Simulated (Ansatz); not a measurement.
In: single point with LDA

In:

```xyz
1
Lattice="-1.6255 1.6255 2.4737 1.6255 -1.6255 2.4737 1.6255 1.6255 -2.4737" Properties=species:S:1:pos:R:3 pbc="T T T"
In    0.0000    0.0000    0.0000
```

```yaml
Program: Ansatz 0.2.0
Task: single point
Functional: LDA
Potentials_or_basis: all-electron LAPW, scalar-relativistic
Cutoff: 179 eV (chosen from the basis error)
Basis_error_allowed: 0.001 eV/atom
k_mesh: 11 × 11 × 11
Occupations: gaussian, width 0.05 eV
Spin: no spin polarisation
```

| Property | Result |
| --- | --- |
| Pressure | -2.6 GPa |
| Band gap on the k mesh | none (metal or under the smearing width) |

Stress tensor (GPa, compression positive):
```
-2.47  0.00  0.00
 0.00 -2.47  0.00
 0.00  0.00 -2.75
```

Levels at points of the mesh, in eV from the Fermi level:
| k point | band 6 | band 7 | band 8 | band 9 | band 10 | band 11 | band 12 | band 13 | band 14 | band 15 |
| --- | --- | --- | --- | --- | --- | --- | --- | --- | --- | --- |
| (0.00, 0.00, 0.00) | -14.52 | -14.52 | -14.44 | -14.34 | -9.62 | 10.38 | 10.38 | 10.54 | 11.66 | 13.99 |

Wall time 8.9 s on 1 thread of Intel(R) Xeon(R) Processor @ 2.70GHz (shared host), peak memory 0.31 GiB.
